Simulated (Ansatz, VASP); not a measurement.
# Pd: VASP beside Ansatz

```
CELL_PARAMETERS angstrom
0.00000 2.84228 2.84228
2.84228 0.00000 2.84228
2.84228 2.84228 0.00000
ATOMIC_POSITIONS crystal
Pd 0.00000 0.00000 0.00000
Pd 0.25000 0.25000 0.25000
```

Alike in both runs: functional PBEsol; k mesh 16 × 16 × 16; occupations gaussian, width 0.1 eV; no spin polarisation.

Ansatz relaxed the structure, and its values are those at the end. VASP's run is a single point on that final structure, the one shown.

|  | VASP | Ansatz |
| --- | --- | --- |
| version | VASP 6.6.1 | Ansatz 0.2.0 |
| potentials or method | VASP PAW PBE potentials, release 64 (Pd) | scalar-relativistic, plane waves, PAW |
| plane-wave cutoff (eV) | 520 | 420 |
| valence electrons in the cell | 20 | 36 |

|  | VASP | Ansatz | Ansatz less VASP |
| --- | --- | --- | --- |
| gap on the k mesh at the Fermi level (eV) | none | none | - |
| pressure (GPa) | -0.5 | 0.0 | +0.45 |

A gap of «none» marks a metal or a gap that the smearing closes. The two sets of potentials don't hold the same shells in valence.

Caveats: the PAW data sets were made with another functional, which shifts forces and pressure a little (VASP).
